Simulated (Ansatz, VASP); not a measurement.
## AlGaN2 in VASP and in Ansatz

File INCAR:

```
SYSTEM = AlGaN2
  PREC = Accurate
  ENCUT = 520
  EDIFF = 1E-6
  ISMEAR = 0
  SIGMA = 0.05
  LREAL = .FALSE.
  LASPH = .TRUE.
  NELM = 80
  ALGO = Normal
  ISIF = 2
  LWAVE = .FALSE.
  LCHARG = .FALSE.
  GGA = CA
  NBANDS = 21
```

KPOINTS

```
regular mesh
0
G
  8 8 6
  0 0 0
```

POSCAR

```
AlGaN2
1.0
    3.1408770487      0.0000000000      0.0000000000
    0.0000000000      3.1408770487      0.0000000000
    0.0000000000      0.0000000000      4.4238379400
Al Ga N
1 1 2
Direct
    0.5000000000      0.5000000000      0.5000000000
    0.0000000000      0.0000000000      0.0000000000
    0.5000000000      0.0000000000      0.7619998567
    0.0000000000      0.5000000000      0.2380001433
```

Input for Ansatz:

```yaml
crystal:
  lattice:
    - [3.1408770487, 0.0, 0.0]
    - [0.0, 3.1408770487, 0.0]
    - [0.0, 0.0, 4.42383794]
  atoms:
    - { symbol: Al, position: [0.5, 0.5, 0.5] }
    - { symbol: Ga, position: [0.0, 0.0, 0.0] }
    - { symbol: "N", position: [0.5, 0.0, 0.7619998567] }
    - { symbol: "N", position: [0.0, 0.5, 0.2380001433] }
basis:
  ecutwfc: 420
kpoints:
  mp_grid: { grid: [8, 8, 6] }
hamiltonian:
  xc: lda
scf:
  occupations: { method: gaussian, width: 0.05 }
output:
  forces: true
  stress: true
  eigenvalues: true
```

Change from the starting cell: mode 12 (682.2 1/cm) frozen in, largest displacement +0.105 Å.

Alike in both runs: task single point; functional LDA; k mesh 8 × 8 × 6; occupations gaussian, width 0.05 eV; no spin polarisation.

|  | VASP | Ansatz |
| --- | --- | --- |
| version | VASP 6.6.1 | Ansatz 0.2.0 |
| potentials or method | VASP PAW LDA potentials, release 64 (Al, Ga_d, N) | scalar-relativistic, plane waves, PAW |
| plane-wave cutoff (eV) | 520 | 420 |
| valence electrons in the cell | 26 | 26 |

```tsv
	VASP	Ansatz	Ansatz less VASP
gap on the k mesh at the Fermi level (eV)	2.84	2.82	-0.011
least direct gap on the mesh (eV)	2.84	2.82	-0.011
pressure (GPa)	-2.5	-3.3	-0.82
largest component of the traceless stress (GPa)	0.65	0.61	-0.037
rms of the force components (eV/Å)	0.977	0.956	-0.0204
```

Atom by atom the forces differ by 0.020 eV/Å (rms over components).

Caveats: forces of over 1 eV/Å show positions far from the minimum, so gaps and moduli don't describe the material at rest. A k mesh can miss the band edges.
